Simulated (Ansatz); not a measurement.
## In in Ansatz: the effect of functional

Crystal: In.

```xyz
2
Lattice="3.2904 0.0000 0.0000 -1.6452 2.8496 0.0000 0.0000 0.0000 5.4347" Properties=species:S:1:pos:R:3 pbc="T T T"
In    1.6452    0.9499    4.0760
In    0.0000    1.8997    1.3587
```

This isn't the form of In at room conditions, which is tetragonal.

The cell isn't the ideal one: volume scaled by 0.96.

Alike in all runs:

```yaml
Program: Ansatz 0.2.0
Task: single point
Potentials_or_basis: Ansatz PAW
k_mesh: 9 × 9 × 5
Occupations: fermi-dirac, width 0.05 eV
Spin: no spin polarisation
```

```csv
functional,cutoff,pressure (GPa)
LDA,420 eV (not typed: the program's choice for these potentials),-1.4
PBEsol,420 eV (not typed: the program's choice for these potentials),0.3
r2SCAN,500 eV (not typed: the program's choice for these potentials),?
```

Task: What does the run with functional r2SCAN give?

Result: Pressure 1.6 GPa.

Caveats: the PAW data sets come from PBE, with cores solved anew for the run's functional, which leaves a small shift of forces and pressure.
